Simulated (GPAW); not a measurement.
Write an ASE script for GPAW 26.7.0 that does the following.

* Task: single point
* Functional: PBEsol
* Potentials or basis: PAW data sets generated in the run's folder for this functional
* Cutoff: 600 eV
* Basis: pw
* k mesh: 9 × 9 × 9
* Occupations: fermi-dirac, width 0.05 eV
* Spin: no spin polarisation
* Maxiter: 150

Crystal: As.

```
As
1.0
     1.88080    1.08588    3.51406
    -1.88080    1.08588    3.51406
     0.00000   -2.17176    3.51406
As
2
Cartesian
  -0.0243 -0.0316 2.3523
  0.0000 0.0160 8.1497
```

The cell isn't the ideal one: atoms moved at random, drawn with an rms of 0.05 Å.

One way to write it, as run:

run.py

```python
from ase import Atoms
from ase.dft.bandgap import bandgap
from ase.io import write
from ase.units import GPa
from gpaw import GPAW, PW, setup_paths

setup_paths.insert(0, '.')

atoms = Atoms(['As', 'As'],
              cell=[[1.8807968987, 1.0858785957, 3.5140619945],
                    [-1.8807968987, 1.0858785957, 3.5140619945],
                    [0.0, -2.1717571915, 3.5140619945]],
              scaled_positions=[[0.21182, 0.224744, 0.232824],
                                [0.775524, 0.775501, 0.768129]],
              pbc=True)

calc = GPAW(mode=PW(600),
            xc='PBEsol',
            kpts={'size': (9, 9, 9), 'gamma': True},
            occupations={'name': 'fermi-dirac', 'width': 0.05},
            nbands=13,
            convergence={'density': 1e-05, 'energy': 1e-05},
            maxiter=150,
            txt='gpaw.txt')
atoms.calc = calc
energy = atoms.get_potential_energy()
forces = atoms.get_forces()
stress = atoms.get_stress()
calc.write('gs.gpw')
write('result.traj', atoms)
print(f'Energy: {energy:.6f} eV')
print('Forces (eV/A):')
print(forces.round(4))
print('Stress (GPa):', (stress / GPa).round(3))
print('Fermi level:', round(calc.get_fermi_level(), 4), 'eV')
print(f'Gap: {bandgap(calc)[0]:.4f} eV, direct: {bandgap(calc, direct=True)[0]:.4f} eV')
```

Potentials or basis: PAW data sets generated in the run's folder for this functional, pw.

Launch:

```bash
$ gpaw-setup -f PBEsol As
$ OMP_NUM_THREADS=1 python run.py
```

Results of the run:

| Property | Result |
| --- | --- |
| Pressure | 1.1 GPa |
| Largest force | 0.712 eV/Å |
| Band gap on the k mesh | none (metal or under the smearing width) |

Wall time 100 s on 1 thread of Arm Neoverse V2, with other jobs on the host, peak memory 0.34 GiB.
